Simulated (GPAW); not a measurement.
The system is CeO.

```
Ce O
1.0
     1.23186    0.71121    3.93039
    -1.23186    0.71121    3.93039
     0.00000   -1.42242    3.93039
Ce O
1 1
Direct
  0.50000 0.50000 0.50000
  0.00000 0.00000 0.00000
```

The cell comes from a database or a generator and needn't be the stable form of this composition.

Alike in all runs: program GPAW 26.7.0; functional LDA; potentials or basis the program's PAW data sets (release 1.2.1) made for this functional; cutoff 800 eV; basis pw; k mesh 9 × 9 × 9; occupations gaussian, width 0.05 eV; hubbard terms Ce f U = 5 eV.

Starts and where they ended:

```csv
start,free energy over the lowest (meV/atom),net moment (μB),site or absolute moments (μB),gap
"collinear spin, ferromagnetic start of up to 2 μB; fixed moment 2",727.2,2.00,Ce +1.26; O +0.22,-
"collinear spin, zero start",0.0,0.00,-,none (metal or under the smearing width)
"collinear spin, ferromagnetic start of up to 1 μB",1.6,0.16,Ce +0.14; O -0.00,none (metal or under the smearing width)
```

Runs with fixed or held moments lie higher by the price of the constraint. A still lower state may exist.

Caveats: one-centre terms of the f shell are cut off; the magnetic or orbital state may not be the lowest; the cell is far from rest, so the order of the states can change on relaxing; spin-orbit coupling is left out, which moves the levels of the heavy elements; the program warned that so skewed a cell can give wrong results; the total moment is fixed, so each spin has its own Fermi level (some runs).
